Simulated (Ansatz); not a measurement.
The system is HfH2.

```
Hf H
1.0
    -1.73900    1.73900    2.18050
     1.73900   -1.73900    2.18050
     1.73900    1.73900   -2.18050
Hf H
1 2
Direct
  0.00000 0.00000 0.00000
  0.25000 0.75000 0.50000
  0.75000 0.25000 0.50000
```

- Program: Ansatz 0.2.0
- Task: relaxation of cell and atoms
- Functional: r2SCAN
- Potentials or basis: Ansatz PAW
- Cutoff: 500 eV (not typed: the program's choice for these potentials)
- k mesh: 11 × 11 × 11
- Occupations: fermi-dirac, width 0.05 eV
- Spin: no spin polarisation
- Hubbard terms: Hf d U = 6 eV

At the start: volume 8.79 Å³/atom.

Problem. Where does the relaxation end?

Solution. It ends after 8 steps and the volume is 9.75 Å³/atom (+11.0 %); space group I4/mmm (No. 139, to 0.05 Å).

The path:
```tsv
step	energy change (eV)	largest force (eV/Å)	volume (Å³)
1	0.0000	0.0000	26.38
2	-0.1453	0.0000	29.04
3	-0.1512	0.0000	28.98
4	-0.1568	0.0000	29.27
5	-0.1568	0.0000	29.25
6	-0.1579	0.0000	29.25
7	-0.1579	0.0000	29.26
8	-0.1579	0.0000	29.26
```

Final structure:
```cif
data_structure
_symmetry_space_group_name_H-M 'P 1'
_symmetry_Int_Tables_number 1
_cell_length_a 3.3788
_cell_length_b 3.3788
_cell_length_c 3.3788
_cell_angle_alpha 113.626
_cell_angle_beta 113.626
_cell_angle_gamma 101.448
_cell_volume 29.26
loop_
_atom_site_label
_atom_site_type_symbol
_atom_site_fract_x
_atom_site_fract_y
_atom_site_fract_z
_atom_site_occupancy
Hf1 Hf 0.00000 0.00000 0.00000 1
H1 H 0.25000 0.75000 0.50000 1
H2 H 0.75000 0.25000 0.50000 1
```

Caveat: the plane-wave basis is chosen anew once the cell has moved, so the energies of steps on either side of that aren't comparable; U without spin polarisation on a metal has little footing; the PAW data sets come from PBE, with cores solved anew for the run's functional, which leaves a small shift of forces and pressure; the U is typed as a test and isn't derived for this compound.
